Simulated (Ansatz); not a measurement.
A crystal in the bcc structure was computed with PBE in Ansatz (plane waves, PAW datasets (generated soft set 1); cutoff 420 eV), no spin polarisation, no spin–orbit coupling, Fermi–Dirac smearing of 0.061 eV, k-spacing 0.06 Å⁻¹. It has a₀ = 4.159 Å and B₀ = 23 GPa.

Problem. Which is it?
A. Tl
B. I
C. Er
D. V
E. Na

Solution. B. The five: I 4.159 Å, 23 GPa; Tl 3.974 Å, 26 GPa; V 2.998 Å, 182 GPa; Na 4.197 Å, 7.8 GPa; Er 4.077 Å, 19.0 GPa.

Model structures, not the usual forms at ambient conditions (metastable or hypothetical): I, Tl, Er. Spin–orbit coupling is left out, which matters for 6p elements such as Tl, Pb and Bi. The open f shell of Er is treated without spin here, so this is a model state and not the ground state.
